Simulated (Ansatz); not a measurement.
Runs of Ansatz 0.2.0 on Y. It takes space group P6_3/mmc (No. 194, hexagonal). The conventional cell has a = 3.647 Å, b = 3.647 Å, c = 5.731 Å, α = 90.00°, β = 90.00°, γ = 120.00°. Y (site symmetry -6m2) is surrounded by 12 Y at 3.56 to 3.65 Å. 

```tsv
level	cutoff (eV)	gap on the mesh (eV)	pressure (GPa)	relaxed volume (Å³/atom)
r2SCAN	500	none	0.0	33.57
PBE	420	none	0.0	(a)
LDA	420	none	0.0	29.89
RPBE	420	none	0.0	(b)
PBEsol	420	none	0.0	31.33
```

Alike in all rows: task relaxation of cell and atoms; potentials or basis Ansatz PAW; no spin polarisation; cell relaxed; k mesh 8 × 8 × 5; smearing fermi-dirac 0.05 eV.

Problem. Fill in the values left out.

Solution. (a) 32.92; (b) 34.19.

Caveats: the plane-wave basis is chosen anew once the cell has moved, so the energies of steps on either side of that aren't comparable; the PAW data sets come from PBE, with cores solved anew for the run's functional, which leaves a small shift of forces and pressure (some runs).

A k mesh can miss the band edges, and the runs leave out spin-orbit coupling on Y.

A gap of «none» marks a metal or a gap under the smearing width.
